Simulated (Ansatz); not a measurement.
The system is TaS2.

```xyz
3
Lattice="3.3500 0.0000 0.0000 -1.6750 2.9012 0.0000 0.0000 0.0000 5.8600" Properties=species:S:1:pos:R:3 pbc="T T T"
Ta    0.0000    0.0000    0.0000
S     1.6750    0.9671    4.3950
S     0.0000    1.9341    1.4650
```

Base run:

- Program: Ansatz 0.2.0
- Functional: PBE
- Potentials or basis: Ansatz PAW
- Cutoff: 600 eV
- Density cutoff: 2400 eV
- k mesh: 9 × 9 × 5
- Occupations: fermi-dirac, width 0.05 eV
- Spin: no spin polarisation

Its results: band gap on the k mesh none (metal or under the smearing width); pressure 9.1 GPa; largest force 1.232 eV/Å.

The run is repeated on the same cell with these changes: functional from PBE to r2SCAN; cutoff from 600 eV to 500 eV (not typed: the program's choice for these potentials). What comes out?

Band gap on the k mesh none (metal or under the smearing width); pressure 7.8 GPa; largest force 1.003 eV/Å.

Caveats: forces of over 1 eV/Å show positions far from the minimum, so gaps and moduli don't describe the material at rest; this functional lacks dispersion, which binds the layers, so the pressure and a relaxed spacing across them are unreliable (some runs); the PAW data sets come from PBE, with cores solved anew for the run's functional, which leaves a small shift of forces and pressure (some runs).
